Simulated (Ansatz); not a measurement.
Wanted: the native input for an Ansatz 0.2.0 run.

```yaml
Task: projected density of states
Functional: PBEsol-PBE
Potentials_or_basis: all-electron LAPW, scalar-relativistic
Cutoff: 326 eV (chosen from the basis error)
Basis_error_allowed: 0.001 eV/atom
k_mesh: 7 × 7 × 6
Occupations: fermi-dirac, width 0.01 eV
Spin: collinear spin, antiferromagnetic start
Starting_moments: "[0.5, -0.5, 0.5] μB"
Search_for_lower_states: off
```

Crystal: Se.

```
Se
1.0
     4.36620    0.00000    0.00000
    -2.18310    3.78124    0.00000
     0.00000    0.00000    4.95360
Se
3
Direct
  0.77460 0.77460 0.00000
  0.00000 0.22540 0.66667
  0.22540 0.00000 0.33333
```

The input as run:

input.yaml

```yaml
crystal:
  lattice: { a: 4.3662, b: 4.3662, c: 4.9536, alpha: 90.0, beta: 90.0, gamma: 120.0 }
  atoms:
    - { symbol: Se, position: [0.7746, 0.7746, 0.0], spin: 0.5 }
    - { symbol: Se, position: [0.0, 0.2254, 0.6666666667], spin: -0.5 }
    - { symbol: Se, position: [0.2254, 0.0, 0.3333333333], spin: 0.5 }
kpoints:
  mp_grid: { grid: [7, 7, 6] }
  band_path:
    path:
      - [0.0, 0.0, 0.0]
      - [0.5, 0.0, 0.0]
      - [0.3333333333, 0.3333333333, 0.0]
      - [0.0, 0.0, 0.0]
      - [0.0, 0.0, 0.5]
      - [0.5, 0.0, 0.5]
      - [0.3333333333, 0.3333333333, 0.5]
      - [0.0, 0.0, 0.5]
    npoints: 6
scf:
  occupations: { method: fermi_dirac, width: 0.01 }
  lower_state_search: "off"
hamiltonian:
  xc: { exchange: pbesol, correlation: pbe }
  pseudopotentials: { kind: all_electron, lapw: { basis_error: 0.001 } }
magnetization:
  spin_polarized: true
output:
  forces: true
  stress: true
  eigenvalues: true
  fatbands: true
  dos: { projected: true, de: 0.1, e_range: [-20, 10] }
  populations: true
```

Potentials or basis: all-electron LAPW, scalar-relativistic.

The run is started by

```bash
$ ansatz run input.yaml --threads 2 --pin off --max-ram 6144MiB --backend cpu --events-out ev --progress --plain --runs-dir out
```

It gave:

| Quantity | Value |
| --- | --- |
| Pressure | -0.4 GPa |
| Largest force | 0.221 eV/Å |
| Band gap on the k mesh | 1.14 eV, indirect (least direct gap 1.46 eV) |
| Band gap along the path | 0.98 eV, indirect (least direct gap 1.18 eV) |
| Net moment | 0.00 μB per cell |
| Absolute moment | 0.00 μB per cell |

Caveat: the mesh misses the band edges, which the band path finds closer together; the starting moments weren't kept.

Run time: 3.7 min on 2 threads of Intel(R) Xeon(R) Platinum 8488C (Sapphire Rapids), with other jobs on the host, peak memory 0.97 GiB.
